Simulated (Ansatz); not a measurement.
**Bands of ZrSe2**

```
Zr Se
1.0
     3.79719    0.00000    0.00000
    -1.89859    3.28846    0.00000
     0.00000    0.00000    6.79277
Zr Se
1 2
Direct
  0.00000 0.00000 0.00000
  0.33333 0.66667 0.23319
  0.66667 0.33333 0.76681
```

Atom numbers follow the list: Zr1, Se2, Se3.

The conventional cell has a = 3.797 Å, b = 3.797 Å, c = 6.793 Å, α = 90.00°, β = 90.00°, γ = 120.00°. Zr (atom 1) is surrounded by 6 Se at 2.70 Å. Se (atom 2) is surrounded by 3 Zr at 2.70 Å.

The cell was built from the CdI2 type and relaxed in the same program, and has space group P-3m1; it needn't be a known or the stable phase.

Computed with DFT, PBE, all-electron LAPW, scalar-relativistic (Ansatz 0.2.0).

Numerical set-up: a Γ-centred 11×11×6 k mesh, Fermi–Dirac smearing of 0.08 eV, basis error target 1 meV/atom, no spin polarisation.

Points in fractions of the reciprocal vectors of this cell: Γ (0, 0, 0), M (0.5, 0, 0), K (0.333, 0.333, 0), A (0, 0, 0.5), L (0.5, 0, 0.5), H (0.333, 0.333, 0.5). The path joins them by straight lines in the order Γ–M–K–Γ–A–L–H–A–L; legs that retrace an earlier one aren't tabulated. Energies are in eV from the top of the valence band.

Q: Metal or insulator at this level of theory?

A: An insulator or semiconductor: gap 0.40 eV, indirect from Γ to L (0.5, 0, 0.5) (so small a gap may close at points that the mesh and path miss).

Q: Tabulate bands 35 to 41, counted from the lowest band of the run, along the path.

A: 
| k (1/Å) | point | band 35 | band 36 | band 37 | band 38 | band 39 | band 40 | band 41 |
| --- | --- | --- | --- | --- | --- | --- | --- | --- |
| 0.00 | Γ | -2.51 | -0.45 | 0.00 | 0.00 | 1.12 | 1.12 | 1.53 |
| 0.24 |  | -2.43 | -1.09 | -0.46 | -0.33 | 1.15 | 1.62 | 1.81 |
| 0.48 |  | -2.59 | -2.32 | -0.98 | -0.65 | 0.87 | 2.18 | 2.30 |
| 0.72 |  | -2.77 | -2.35 | -1.44 | -1.13 | 0.64 | 2.47 | 2.77 |
| 0.96 | M | -2.56 | -2.41 | -1.81 | -1.13 | 0.55 | 2.58 | 2.94 |
| 1.09 |  | -2.52 | -2.40 | -1.76 | -1.50 | 0.84 | 2.56 | 2.87 |
| 1.23 |  | -2.47 | -2.35 | -2.15 | -1.70 | 1.34 | 2.55 | 2.70 |
| 1.37 |  | -2.93 | -2.26 | -2.25 | -1.77 | 1.71 | 2.53 | 2.57 |
| 1.51 | K | -3.41 | -2.19 | -2.19 | -1.85 | 1.83 | 2.53 | 2.53 |
| 1.78 |  | -2.71 | -2.45 | -2.29 | -1.44 | 1.64 | 2.26 | 2.74 |
| 2.06 |  | -2.94 | -2.16 | -1.71 | -0.73 | 1.33 | 1.92 | 2.63 |
| 2.33 |  | -2.43 | -1.25 | -0.69 | -0.32 | 1.31 | 1.52 | 1.94 |
| 2.61 | Γ | -2.51 | -0.45 | 0.00 | 0.00 | 1.12 | 1.12 | 1.53 |
| 2.73 |  | -2.50 | -0.66 | -0.01 | -0.01 | 1.11 | 1.11 | 1.62 |
| 2.84 |  | -2.50 | -1.10 | -0.03 | -0.03 | 1.11 | 1.11 | 1.76 |
| 2.96 |  | -2.49 | -1.53 | -0.05 | -0.05 | 1.11 | 1.11 | 1.86 |
| 3.07 | A | -2.49 | -1.72 | -0.06 | -0.06 | 1.11 | 1.11 | 1.88 |
| 3.31 |  | -2.42 | -1.21 | -1.09 | -0.50 | 1.15 | 1.61 | 2.28 |
| 3.55 |  | -2.36 | -2.34 | -0.96 | -0.96 | 0.84 | 2.21 | 2.61 |
| 3.79 |  | -2.40 | -2.39 | -1.24 | -1.05 | 0.53 | 2.49 | 2.78 |
| 4.03 | L | -2.52 | -2.47 | -1.21 | -1.01 | 0.40 | 2.58 | 2.93 |
| 4.17 |  | -2.50 | -2.46 | -1.37 | -1.26 | 0.67 | 2.56 | 2.85 |
| 4.30 |  | -2.48 | -2.41 | -1.98 | -1.44 | 1.13 | 2.54 | 2.64 |
| 4.44 |  | -2.89 | -2.29 | -2.13 | -1.74 | 1.59 | 2.37 | 2.45 |
| 4.58 | H | -3.34 | -2.11 | -2.05 | -2.05 | 1.86 | 2.28 | 2.28 |
| 4.86 |  | -2.56 | -2.33 | -2.13 | -1.49 | 1.65 | 1.91 | 2.75 |
| 5.13 |  | -2.61 | -2.02 | -1.73 | -0.94 | 1.47 | 1.68 | 2.85 |
| 5.41 |  | -2.42 | -1.24 | -1.12 | -0.72 | 1.37 | 1.49 | 2.40 |
| 5.68 | A | -2.49 | -1.72 | -0.06 | -0.06 | 1.11 | 1.11 | 1.88 |
